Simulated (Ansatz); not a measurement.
# Te2Mo (P6_3/mmc), random displacements

These are results of DFT PBE, scalar-relativistic, plane waves, PAW (Ansatz 0.2.0), not measurements. Settings: plane waves to 420 eV, k-mesh 12×12×2 (Γ-centred), Gaussian smearing 0.05 eV. Spin–orbit coupling is left out, which matters for the heavy elements here. No spin polarisation. Energies are free energies at this smearing, counted from the undisturbed cell; pressure is positive in compression.

The starting cell (as given, not relaxed at this level):

```
Te Mo
1.0
     3.51820    0.00000    0.00000
    -1.75910    3.04685    0.00000
     0.00000    0.00000   13.97360
Te Mo
4 2
Direct
  0.33333 0.66667 0.62100
  0.66667 0.33333 0.12100
  0.33333 0.66667 0.87900
  0.66667 0.33333 0.37900
  0.33333 0.66667 0.25000
  0.66667 0.33333 0.75000
```

The cell holds layers and no dispersion correction was added, so their binding is poorly described.

After a displacement of all atoms with no net shift, the run gives ΔE = 79.2 meV/atom; stress (xx, yy, zz, yz, xz, xy; compression positive) (5.50, 4.84, 9.24, -0.67, -0.10, 0.85) GPa; gap on the mesh 0.50 eV.

```tsv
atom	Fx (eV/Å)	Fy	Fz
Te1	-0.736	0.371	-1.890
Te2	-0.420	0.348	0.738
Te3	0.208	0.462	1.556
Te4	-1.462	-0.079	1.578
Mo5	1.886	-0.285	-2.332
Mo6	0.523	-0.816	0.350
```

Q: Which displacements (Å, in the unstrained cell) and strain were applied?

A:
```tsv
atom	ux	uy	uz
Te1	0.07	-0.03	0.08
Te2	-0.01	-0.01	-0.03
Te3	-0.04	-0.05	-0.10
Te4	0.09	0.04	-0.01
Mo5	-0.09	0.05	0.08
Mo6	-0.01	0.00	-0.02
```
The cell is not strained.

Cost: 1 run of about 0.54 core-minutes, on AMD EPYC 9R45 (Zen 5) (shared hosts).